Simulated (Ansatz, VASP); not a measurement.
Two plane-wave programs on P

```xyz
1
Lattice="-1.5033 1.5033 1.5033 1.5033 -1.5033 1.5033 1.5033 1.5033 -1.5033" Properties=species:S:1:pos:R:3 pbc="T T T"
P     0.0000    0.0000    0.0000
```

Alike in both runs: functional LDA; k mesh 17 × 17 × 17; occupations fermi-dirac, width 0.05 eV; no spin polarisation.

Ansatz relaxed the structure, and its values are those at the end. VASP's run is a single point on that final structure, the one shown.

|  | VASP | Ansatz |
| --- | --- | --- |
| version | VASP 6.6.1 | Ansatz 0.2.0 |
| potentials or method | VASP PAW LDA potentials, release 64 (P) | PAW with Ansatz's default frozen-core files, scalar-relativistic |
| plane-wave cutoff (eV) | 520 | 420 |
| valence electrons in the cell | 5 | 5 |

Ansatz gave:

```
pressure (GPa) : 0.0
```

Estimate VASP's values.

pressure (GPa): -0.2.
